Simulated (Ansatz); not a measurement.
# MoSe2: properties at the relaxed cell

The task here is to estimate one member of a computed series from the others.

The COD entry's cell or inner coordinates are ideal or old and differ from later refinements, so a difference from it is no clean test against experiment.

Computed with Ansatz 0.2.0 (DFT PBE+D3(BJ), scalar-relativistic, plane waves, PAW, unless a step's input says otherwise).

## The system as given

It takes space group P6_3/mmc (No. 194, hexagonal). Conventional cell: a = 3.277 Å, b = 3.277 Å, c = 12.732 Å, α = 90.00°, β = 90.00°, γ = 120.00°. Around Mo (site symmetry -6m2) lie 6 Se at 2.53 Å. Se (site symmetry 3m) is surrounded by 3 Mo at 2.53 Å.

As a file:

```
Mo Se
1.0
     3.27670    0.00000    0.00000
    -1.63835    2.83771    0.00000
     0.00000    0.00000   12.73152
Mo Se
2 4
Direct
  0.33333 0.66667 0.25000
  0.66667 0.33333 0.75000
  0.33333 0.66667 0.61849
  0.66667 0.33333 0.11849
  0.33333 0.66667 0.88151
  0.66667 0.33333 0.38151
```

It is the result of an earlier relaxation at this level (volume 19.73 Å³/atom; gap on the mesh: 0.85 eV).

The first run:

Input file input.yaml:

```yaml
crystal:
  lattice:
    - [3.2436011758, 0.0, 0.0]
    - [-1.6218005879, 2.809041018, 0.0]
    - [0.0, 0.0, 12.6029067964]
  atoms:
    - { symbol: Mo, position: [0.3333333333, 0.6666666667, 0.25] }
    - { symbol: Mo, position: [0.6666666667, 0.3333333333, 0.75] }
    - { symbol: Se, position: [0.3333333333, 0.6666666667, 0.6184947763] }
    - { symbol: Se, position: [0.6666666667, 0.3333333333, 0.1184947763] }
    - { symbol: Se, position: [0.3333333333, 0.6666666667, 0.8815052237] }
    - { symbol: Se, position: [0.6666666667, 0.3333333333, 0.3815052237] }
basis:
  ecutwfc: 420
kpoints:
  mp_grid: { grid: [9, 9, 2] }
hamiltonian:
  xc: pbe
  dispersion: d3bj
scf:
  occupations: { method: gaussian, width: 0.02 }
output:
  forces: true
  stress: true
  eigenvalues: true
relax:
  adjacent_minimum: "off"
  f_tol: 0.01
  max_steps: 30
  cell: { stress_tol: 0.1, fix: [volume] }
```

Launch:

```bash
> ansatz run input.yaml --threads 2 --pin off --max-ram 5120MiB --backend cpu --events-out ev --progress --plain --runs-dir out
```

Steps of the session up to this table: Point at V/V0 = 0.97; Volume × 1.03; Volume × 0.94; Point at V/V0 = 1.06; Volume × 0.91; Volume × 1.10; Point at V/V0 = 0.88.

One of the session's tables, all rows but one given; the rest of the session is left out.

It belongs to the step «Energy against volume». 

```
volume (Å³/atom)  energy above the lowest point (meV/atom)  pressure (GPa)  gap on the mesh (eV)
          17.363                                      65.5           10.64                  0.45
          17.955                                      33.2            6.93                  0.56
          18.546                                      13.3            3.98                  0.66
          19.138                                       3.0            1.70                  0.75
          19.730                                       0.0            0.01                  0.85
          20.322                                         ?               ?                     ?
          20.914                                       8.1           -1.89                  1.05
          21.703                                      18.8           -2.35                  1.18
```

Q: Estimate the row for volume (Å³/atom) = 20.322 from the others.

Worked estimate for «energy above the lowest point (meV/atom)». A straight line through the neighbours (19.730, 0.0) and (20.914, 8.1) gives 0.0 + (8.1 − 0.0) × (20.322 − 19.730) / (20.914 − 19.730) = 4.0; a parabola fitted to 4 rows on both sides gives 2.5.

**Answer.** energy above the lowest point (meV/atom): 2.3; pressure (GPa): -1.15; gap on the mesh (eV): 0.95. In «energy above the lowest point (meV/atom)» the line misses by +1.7 and the parabola by +0.2.
